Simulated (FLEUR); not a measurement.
The system is SnO2 (Cassiterite).

```
CELL_PARAMETERS angstrom
4.73800 0.00000 0.00000
0.00000 4.73800 0.00000
0.00000 0.00000 3.18650
ATOMIC_POSITIONS crystal
Sn 0.50000 0.50000 0.50000
Sn 0.00000 0.00000 0.00000
O 0.80710 0.19290 0.50000
O 0.69290 0.69290 0.00000
O 0.19290 0.80710 0.50000
O 0.30710 0.30710 0.00000
```

Base run:

```yaml
Program: FLEUR MaX-R8.1 (later development tree)
Functional: LDA
Potentials_or_basis: all-electron
Basis: FLAPW
Kmax: 4.77 1/bohr
k_mesh: 6 × 6 × 8
Occupations: fermi-dirac, width 0.05 eV
Spin: no spin polarisation
```

Its results: band gap on the k mesh 1.13 eV, direct.

Task: The run is repeated on the same cell with these changes: functional from LDA to r2SCAN. What comes out?

Result: Band gap on the k mesh 1.99 eV, direct.

r2SCAN gives the wider gap, since meta-GGAs in the generalised Kohn-Sham scheme recover part of the derivative discontinuity.

Caveats: spin-orbit coupling is left out, which moves the levels of the heavy elements; the meta-GGA is that of a development version, with a GGA for the radial functions and cores and without core tails (some runs).

Not every run made on this cell is shown here.
